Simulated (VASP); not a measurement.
# MgO (Fm-3m) in VASP: a series of runs

The runs below take MgO through G0W0 quasiparticle levels, band structure, optical spectrum, with LDA, revPBE+D3(BJ), BLYP, HSE06+D3(BJ), PBE.

Everything below comes from runs of VASP 6.6.1. Logs are shortened: lines on timing, memory, paths and dates and some standing lists are left out, and cuts for length are marked.

**The experiment to reproduce.**

From “Electronic structure of alkaline earth and post-transition metal oxides”, 2009, arxiv:0908.1581, for a bulk crystal of MgO: band gap 7.83 eV.

The results are compared with them further down.

## (1) The crystal as given

The structure is cubic, space group Fm-3m (No. 225). Conventional cell: a = 4.194 Å, b = 4.194 Å, c = 4.194 Å, α = 90.00°, β = 90.00°, γ = 90.00°. Around Mg (site symmetry m-3m) lie 6 O at 2.10 Å. O (site symmetry m-3m) has 6 Mg at 2.10 Å as nearest neighbours.

The cell is a database's computed one.

## (2) G0W0 quasiparticle levels, LDA

POSCAR reads:

```
MgO
1.0
    0.0000000000      2.0970013927      2.0970013927
    2.0970013927      0.0000000000      2.0970013927
    2.0970013927      2.0970013927      0.0000000000
Mg O
1 1
Direct
    0.0000000000      0.0000000000      0.0000000000
    0.5000000000      0.5000000000      0.5000000000
```

INCAR.step1 reads:

```
SYSTEM = MgO
PREC = Accurate
ENCUT = 500
EDIFF = 1E-8
ISMEAR = 0
SIGMA = 0.01
LREAL = .False.
LASPH = .True.
NELM = 60
ALGO = Normal
LWAVE = .True.
LCHARG = .False.
KPAR = 4
```

INCAR.step2 reads:

```
SYSTEM = MgO
PREC = Accurate
ENCUT = 500
EDIFF = 1E-8
ISMEAR = 0
SIGMA = 0.01
LREAL = .False.
LASPH = .True.
NELM = 1
ALGO = Exact
LWAVE = .True.
LCHARG = .False.
NBANDS = 122
LOPTICS = .True.
ISTART = 1
KPAR = 4
```

INCAR.step3 reads:

```
SYSTEM = MgO
PREC = Accurate
ENCUT = 500
EDIFF = 1E-8
ISMEAR = 0
SIGMA = 0.01
LREAL = .False.
LASPH = .True.
ALGO = EVGW0
LWAVE = .False.
LCHARG = .False.
NELMGW = 1
NBANDS = 122
ENCUTGW = 200
NOMEGA = 50
PRECFOCK = Fast
ISTART = 1
NBANDSGW = 12
KPAR = 4
```

KPOINTS reads:

```
Automatic mesh
0
Gamma
  6 6 6
  0 0 0
```

Potentials or basis: VASP PAW LDA potentials, release 64 (Mg_GW, O_GW).

Command:

```sh
$ cat potpaw_LDA.64/Mg_GW/POTCAR potpaw_LDA.64/O_GW/POTCAR > POTCAR
$ cp INCAR.step1 INCAR
$ mpirun -np 4 vasp_std > vasp.out
$ cp INCAR.step2 INCAR
$ mpirun -np 4 vasp_std > vasp.out
$ cp INCAR.step3 INCAR
$ mpirun -np 4 vasp_std > vasp.out
```

OUTCAR:

```text
SYSTEM = MgO
   PREC = Accurate
   ENCUT = 500
   EDIFF = 1E-8
   ISMEAR = 0
   LREAL = .False.
   LASPH = .True.
   NELMGW = 1
   ENCUTGW = 200
   PRECFOCK = Fast
   ISTART = 1

 ion  position               nearest neighbor table
   1  0.000  0.000  0.000-   2 2.10   2 2.10   2 2.10   2 2.10   2 2.10   2 2.10
   2  0.500  0.500  0.500-   1 2.10   1 2.10   1 2.10   1 2.10   1 2.10   1 2.10

  LATTYP: Found a face centered cubic cell.
 ALAT       =     4.1940027854

  Lattice vectors:

 A1 = (   0.0000000000,   2.0970013927,   2.0970013927)
 A2 = (   2.0970013927,   0.0000000000,   2.0970013927)
 A3 = (   2.0970013927,   2.0970013927,   0.0000000000)

Analysis of symmetry for initial positions (statically):
=====================================================================
 Subroutine PRICEL returns:
 Original cell was already a primitive cell.

 Routine SETGRP: Setting up the symmetry group for a
 face centered cubic supercell.

 Subroutine GETGRP returns: Found 48 space group operations
 (whereof 48 operations were pure point group operations)
 out of a pool of 48 trial point group operations.

The static configuration has the point symmetry O_h .

Analysis of symmetry for dynamics (positions and initial velocities):
=====================================================================
 Subroutine PRICEL returns:
 Original cell was already a primitive cell.

 Routine SETGRP: Setting up the symmetry group for a
 face centered cubic supercell.

 Subroutine GETGRP returns: Found 48 space group operations
 (whereof 48 operations were pure point group operations)
 out of a pool of 48 trial point group operations.

The dynamic configuration has the point symmetry O_h .

 Subroutine INISYM returns: Found 48 space group operations
 (whereof 48 operations are pure point group operations),
 and found     1 'primitive' translations

----------------------------------------------------------------------------------------

                                     Primitive cell

  volume of cell :      18.4428

  direct lattice vectors                    reciprocal lattice vectors
     0.000000000  2.097001393  2.097001393    -0.238435702  0.238435702  0.238435702
     2.097001393  0.000000000  2.097001393     0.238435702 -0.238435702  0.238435702
     2.097001393  2.097001393  0.000000000     0.238435702  0.238435702 -0.238435702

  length of vectors
     2.965607810  2.965607810  2.965607810     0.412982751  0.412982751  0.412982751

  position of ions in fractional coordinates (direct lattice)
     0.000000000  0.000000000  0.000000000
     0.500000000  0.500000000  0.500000000

  ion indices of the primitive-cell ions
   primitive index   ion index
                 1           1
                 2           2

----------------------------------------------------------------------------------------

 KPOINTS: Automatic mesh

Automatic generation of k-mesh.
 Grid dimensions read from file:
 generate k-points for:    6    6    6

 Generating k-lattice:

  Cartesian coordinates                     Fractional coordinates (reciprocal lattice)
    -0.039739284  0.039739284  0.039739284     0.166666667  0.000000000  0.000000000
     0.039739284 -0.039739284  0.039739284     0.000000000  0.166666667  0.000000000
     0.039739284  0.039739284 -0.039739284     0.000000000  0.000000000  0.166666667

  Length of vectors
     0.068830458  0.068830458  0.068830458

  Shift w.r.t. Gamma in fractional coordinates (k-lattice)
     0.000000000  0.000000000  0.000000000

 Subroutine IBZKPT returns following result:
 ===========================================

 Found     16 irreducible k-points:

 Following reciprocal coordinates:
            Coordinates               Weight
  0.000000  0.000000  0.000000      1.000000
  0.166667  0.000000  0.000000      8.000000
  0.333333  0.000000  0.000000      8.000000
  0.500000  0.000000  0.000000      4.000000
  0.166667  0.166667  0.000000      6.000000
  0.333333  0.166667  0.000000     24.000000
[... 8 lines left out ...]
 -0.333333  0.333333  0.166667     24.000000
 -0.333333  0.500000  0.166667     12.000000
   k-points           NKPTS =     16   k-points in BZ     NKDIM =    216   number of bands    NBANDS=    122
   number of dos      NEDOS =    301   number of ions     NIONS =      2
   total plane-waves  NPLWV =  13824
   dimension x,y,z NGX =    24 NGY =   24 NGZ =   24
   dimension x,y,z NGXF=    48 NGYF=   48 NGZF=   48
   ions per type =               1   1
   NGX,Y,Z   is equivalent  to a cutoff of  13.45, 13.45, 13.45 a.u.
   NGXF,Y,Z  is equivalent  to a cutoff of  26.91, 26.91, 26.91 a.u.
 SYSTEM =  MgO
   PREC   = accura    normal or accurate (medium, high low for compatibility)
   ISTART =      1    job   : 0-new  1-cont  2-samecut
   ICHARG =      0    charge: 1-file 2-atom 10-const
   ISPIN  =      1    spin polarized calculation?
   LNONCOLLINEAR =      F non collinear calculations
   LSORBIT =      F    spin-orbit coupling
   LASPH  =      T    aspherical Exc in radial PAW
   ENCUT  =  500.0 eV  36.75 Ry    6.06 a.u.   5.41  5.41  5.41*2*pi/ulx,y,z
   NELM   =     60;   NELMIN=  2; NELMDL=  0     # of ELM steps
   EDIFF  = 0.1E-07   stopping-criterion for ELM
   LREAL  =      F    real-space projection
   EDIFFG = 0.1E-06   stopping-criterion for IOM
   NSW    =      0    number of steps for IOM
   IBRION =     -1    ionic relax: 0-MD 1-quasi-New 2-CG
   NFREE  =      0    steps in history (QN), initial steepest desc. (CG)
   ISIF   =      0    stress and relaxation
   ISYM   =      3    0-nonsym 1-usesym 2-fastsym
   POTIM  = 0.5000    time-step for ionic-motion
   TEBEG  =    0.0;   TEEND  =   0.0 temperature during run
   PSTRESS=    0.0 pullay stress
   NELECT =       8.0000    total number of electrons
   NUPDOWN=      -1.0000    fix difference up-down
   EMIN   =  10.00;   EMAX   =-10.00  energy-range for DOS
   EFERMI =   0.00;   METHOD = LEGACY
   ISMEAR =     0;   SIGMA  =   0.01  broadening in eV -4-tet -1-fermi 0-gaus
   EFERMI_NEDOS =   21; number of points for ismear=-14 and -15
   IALGO  =     38    algorithm
   IMIX   =      4    mixing-type and parameters
     AMIX     =   0.40;   BMIX     =  1.00
     AMIX_MAG =   1.60;   BMIX_MAG =  1.00
  volume/ion in A,a.u.               =       9.22        62.23
  Fermi-wavevector in a.u.,A,eV,Ry     =   1.239261  2.341864 20.895389  1.535768
  Thomas-Fermi vector in A             =   2.373752
   LORBIT       =      0    0 simple, 1 ext, 2 COOP (PROOUT), +10 PAW based schemes
   GGA     = CA    functional components
   LHFCALC =     T    Hartree Fock is set to
   PRECFOCK=fast      Normal, Fast or Accurate (Low or Medium for compatibility)
   ENCUT4O =  -1.0   cutoff for four orbital integrals eV
   NKREDX  =     1    reduce k-point grid by
   NKREDY  =     1    reduce k-point grid by
   NKREDZ  =     1    reduce k-point grid by
   AEXX    =    1.0000 exact exchange contribution
   HFSCREEN=    0.0000 screening length (either q_TF or 0.3 A-1)
   HFSCREENC=   0.0000 screening length for correlation (either q_TF or 0.3 A-1)
   ENCUTFOCK=  -1.0 apply spherical cutoff to Coloumb kernel
   IVDW    =     0    specifies the selected vdW correction
   LEPSILON=     F    determine dielectric tensor
   LRPA    =     F    only Hartree local field effects (RPA)
   LRPAFORCE           =     F    calculate RPA forces
   ENCUTGW             = 200.0    cutoff for response function in eV
   ENCUTGWSOFT         = 160.0    soft cutoff for Coulomb kernel in GW response function in eV
   ENCUTLF             =  -1.0    cutoff for local field effects
   NELMGW              =     1    number of iterations in solving QP/BSE equation
   NELMHF              =     1    number of iterations in the inner HF iteration
   NKREDLFX            =     1    NKREDLFY  =   1   NKREDLFZ  =   1
 non-spin polarized calculation
 Gauss-broadening in eV      SIGMA  =   0.01
  energy-cutoff  :      500.00
  volume of cell :       18.44
 maximum number of plane-waves:       483
 NGX is ok and might be reduce to    24
  NGX = 14; NGY = 14; NGZ = 14
   NGX = 11   NGY = 11   NGZ = 11
 maximum number of plane-waves:       127

 QP shifts <psi_nk| G(iteration)W_0 |psi_nk>: iteration 1
 for sc-GW calculations column KS-energies equals QP-energies in previous step
 and V_xc(KS)=  KS-energies - (<T + V_ion + V_H > + <T+V_H+V_ion>^1  + <V_x>^1)

 k-point   1 :       0.0000    0.0000    0.0000
  band No.  KS-energies  QP-energies   sigma(KS)   V_xc(KS)     V^pw_x(r,r')   Z            occupation Imag(sigma)

      1     -14.0994     -16.4009     -21.1850     -17.7966     -29.6056       0.6792       2.0000       1.1105
      2       2.9729       1.6566     -21.5231     -19.8412     -25.1799       0.7826       2.0000       0.0841
      3       2.9729       1.6566     -21.5231     -19.8412     -25.1799       0.7826       2.0000       0.0841
      4       2.9729       1.6566     -21.5231     -19.8412     -25.1799       0.7826       2.0000       0.0841
      5       7.7590       9.2174     -10.9924     -12.7373      -7.6369       0.8359       0.0000      -0.0602
      6      18.5773      20.2865      -7.6710      -9.7320      -3.1193       0.8294       0.0000      -0.1035
      7      18.5773      20.2865      -7.6710      -9.7320      -3.1193       0.8294       0.0000      -0.1035
      8      18.5773      20.2865      -7.6710      -9.7320      -3.1193       0.8294       0.0000      -0.1035
      9      22.6393      23.4755      -7.4749      -8.5635      -1.7229       0.7681       0.0000      -0.4588
     10      24.2940      26.2566      -8.1377     -10.5192      -3.2758       0.8241       0.0000      -0.1703
     11      24.2940      26.2566      -8.1377     -10.5192      -3.2758       0.8241       0.0000      -0.1703
     12      26.8234      28.9098      -7.7101     -10.3434      -1.9141       0.7923       0.0000      -0.4478

 k-point   2 :       0.1667    0.0000    0.0000
  band No.  KS-energies  QP-energies   sigma(KS)   V_xc(KS)     V^pw_x(r,r')   Z            occupation Imag(sigma)
[... 225 lines left out ...]
      1     -12.3920     -14.8813     -22.9170     -19.4839     -31.1572       0.7251       2.0000       1.0310
      2      -0.6989      -2.3926     -18.0428     -15.8330     -22.0174       0.7665       2.0000       0.1064
      3       0.6544      -0.9296     -19.1136     -17.0690     -22.9339       0.7747       2.0000       0.0941
      4       1.2457      -0.2620     -19.7647     -17.8225     -23.5681       0.7763       2.0000       0.0920
      5      13.3749      15.0391      -9.5920     -11.6005      -5.4845       0.8286       0.0000      -0.0745
      6      14.2567      16.2356      -9.0167     -11.3937      -4.8613       0.8325       0.0000      -0.0715
      7      15.3654      17.3701     -12.2588     -14.7915      -7.6644       0.7915       0.0000      -0.0924
      8      19.3287      21.2740      -9.3112     -11.7444      -4.2152       0.7995       0.0000      -0.1729
      9      22.9462      24.8800      -9.5698     -12.0536      -3.8693       0.7786       0.0000      -0.3176
     10      27.4390      29.1490      -8.0630     -10.1755      -2.3593       0.8095       0.0000      -0.5744
     11      29.0879      31.3445      -9.0301     -11.6978      -3.5812       0.8459       0.0000      -0.6298
     12      31.1861      33.5071      -9.7152     -12.4661      -3.7485       0.8438       0.0000      -0.8288
```

Wall time 49 s (4 MPI ranks of Intel Xeon 6975P-C (Granite Rapids), shared host); peak memory 0.42 GiB.

What came out:

```
Band gap on the k mesh, mean-field level : 4.79 eV, direct
Quasiparticle gap                        : 7.56 eV
Least direct quasiparticle gap           : 7.56 eV
```

Levels at points of the mesh, in eV from the valence-band top:
| k point | band 1 | band 2 | band 3 | band 4 | band 5 | band 6 | band 7 | band 8 |
| --- | --- | --- | --- | --- | --- | --- | --- | --- |
| (0.00, 0.00, 0.00) | -17.07 | 0.00 | 0.00 | 0.00 | 4.79 | 15.60 | 15.60 | 15.60 |
| (0.50, 0.00, 0.00) | -15.69 | -4.76 | -0.68 | -0.68 | 7.82 | 12.55 | 16.09 | 16.09 |
| (0.50, 0.50, 0.00) | -15.41 | -4.21 | -1.39 | -1.39 | 8.91 | 9.84 | 13.03 | 18.77 |

Caveat: the k mesh is coarse (spacing up to 0.43 Å⁻¹), so the values aren't converged; bands, screening cutoff and mesh are small and nothing is extrapolated, so the quasiparticle values aren't converged.

## (3) Band structure, revPBE+D3(BJ)

run.py reads:

```python
from ase.calculators.vasp import Vasp
from ase.dft.bandgap import bandgap
from ase.spacegroup import crystal

atoms = crystal(
    ['Mg', 'O'],
    basis=[[0.0, 0.0, 0.0], [0.5, 0.0, 0.0]],
    spacegroup=225,
    setting=1,
    cellpar=[4.19400279, 4.19400279, 4.19400279, 90.0, 90.0, 90.0],
    primitive_cell=True,
)
calc = Vasp(
    directory='calc',
    xc='revpbe',
    pp='PBE',
    setups={'base': 'minimal', 'Mg': '_GW', 'O': '_GW'},
    prec='Accurate',
    encut=550,
    ediff=1e-06,
    ismear=0,
    sigma=0.01,
    lreal=False,
    lasph=True,
    nelm=100,
    algo='Normal',
    isif=2,
    lwave=False,
    lcharg=True,
    ivdw=12,
    kpts=[11, 11, 11],
    gamma=True,
)
atoms.calc = calc

print('energy (eV):', atoms.get_potential_energy())
print('free energy (eV):', atoms.get_potential_energy(force_consistent=True))
efermi = calc.get_fermi_level()
print('Fermi level (eV):', efermi)
path = atoms.cell.bandpath(npoints=60, eps=1e-4)
print('path:', path.path)
calc.set(kpts=path.kpts, reciprocal=True, icharg=11, isym=0, lcharg=False)
calc.calculate(atoms)
print('gap on the path (eV):', bandgap(calc, efermi=efermi)[0])
print('direct gap on the path (eV):', bandgap(calc, efermi=efermi, direct=True)[0])
```

Potentials or basis: VASP PAW PBE potentials, release 64 (Mg_GW, O_GW).

Command:

```sh
$ python run.py
```

Run time: 12 s. Hardware: 1 thread of Intel Xeon Platinum 8559C (Emerald Rapids), shared host; peak memory 0.14 GiB.

Results (log left out):

| Quantity | Value |
| --- | --- |
| Band gap along the path | 4.93 eV, direct |
| Dispersion energy per atom | -0.580 eV |

Levels at the corners of the path, in eV from the Fermi level:
| point | band 2 | band 3 | band 4 | band 5 | band 6 | band 7 |
| --- | --- | --- | --- | --- | --- | --- |
| Γ | -0.11 | -0.11 | -0.11 | 4.82 | 15.87 | 15.87 |
| X | -4.23 | -1.47 | -1.47 | 9.12 | 10.15 | 13.21 |
| W | -3.09 | -3.09 | -1.89 | 11.71 | 11.71 | 12.36 |
| K | -3.63 | -2.84 | -1.27 | 10.14 | 11.95 | 12.62 |
| Γ | -0.11 | -0.11 | -0.11 | 4.82 | 15.87 | 15.87 |
| L | -4.75 | -0.78 | -0.78 | 7.95 | 12.75 | 16.41 |
| U | -3.63 | -2.84 | -1.27 | 10.14 | 11.95 | 12.62 |
| W | -3.09 | -3.09 | -1.89 | 11.71 | 11.71 | 12.36 |
| L | -4.75 | -0.78 | -0.78 | 7.95 | 12.75 | 16.41 |
| K | -3.63 | -2.84 | -1.27 | 10.14 | 11.95 | 12.62 |
| U | -3.63 | -2.84 | -1.27 | 10.14 | 11.95 | 12.62 |
| X | -4.23 | -1.47 | -1.47 | 9.12 | 10.15 | 13.21 |

Caveat: the log is that of the step along the path at fixed density, whose energy, stress, charges and moments have no meaning.

[end of part 1 of 3]
